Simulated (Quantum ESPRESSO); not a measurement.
Set up this calculation in Quantum ESPRESSO 7.5, as the native input.

```yaml
Task: single point
Functional: PBEsol
Potentials_or_basis: GBRV 1.5 PBEsol
Cutoff: 612 eV
Density_cutoff: 4898 eV
k_mesh: 9 × 9 × 9
Occupations: fermi-dirac, width 0.05 eV
Spin: no spin polarisation
Mixing_beta: 0.5
Most_SCF_iterations: 120
SCF_threshold: 6e-10 Ry
```

Crystal: PbO2.

```
Pb O
1.0
     0.00000    2.70199    2.70199
     2.70199    0.00000    2.70199
     2.70199    2.70199    0.00000
Pb O
1 2
Cartesian
  0.0198 0.0040 -0.0052
  4.0228 4.0189 4.0321
  1.3874 1.2948 1.3787
```

The cell comes from a database or a generator and needn't be the stable form of this composition.

The cell isn't the ideal one: atoms moved at random, drawn with an rms of 0.05 Å.

One way to write it, as run:

pw.in

```
&CONTROL
  calculation = 'scf'
  prefix = 'pwscf'
  outdir = './tmp'
  pseudo_dir = './pseudo'
  tprnfor = .true.
  tstress = .true.
  disk_io = 'nowf'
/
&SYSTEM
  ibrav = 0
  nat = 3
  ntyp = 2
  ecutwfc = 45
  ecutrho = 360
  nbnd = 20
  occupations = 'smearing'
  smearing = 'fd'
  degauss = 0.00367493
/
&ELECTRONS
  conv_thr = 6d-10
  electron_maxstep = 120
  mixing_beta = 0.5
/
ATOMIC_SPECIES
Pb   207.2000 pb_pbesol_v1.uspp.F.UPF
O     15.9990 o_pbesol_v1.2.uspp.F.UPF
CELL_PARAMETERS angstrom
   0.0000000000    2.7019920000    2.7019920000
   2.7019920000    0.0000000000    2.7019920000
   2.7019920000    2.7019920000    0.0000000000
ATOMIC_POSITIONS crystal
Pb    -0.0038920000    0.0019790000    0.0053630000
O      0.7454200000    0.7468610000    0.7419540000
O      0.2379960000    0.2722400000    0.2412150000
K_POINTS automatic
9 9 9 0 0 0
```

Potentials or basis: GBRV 1.5 PBEsol.

Run with:

```sh
$ OMP_NUM_THREADS=1 mpirun -n 2 pw.x -nk 2 -in pw.in > pw.out
```

It gave:

| Quantity | Value |
| --- | --- |
| Pressure | -5.8 GPa |
| Largest force | 0.480 eV/Å |
| Band gap on the k mesh | none (metal or under the smearing width) |

Run time: 68 s on 2 MPI ranks on Intel(R) Xeon(R) Platinum 8375C CPU @ 2.90GHz (Ice Lake), with other jobs on the host, peak memory 0.4 GiB a rank.
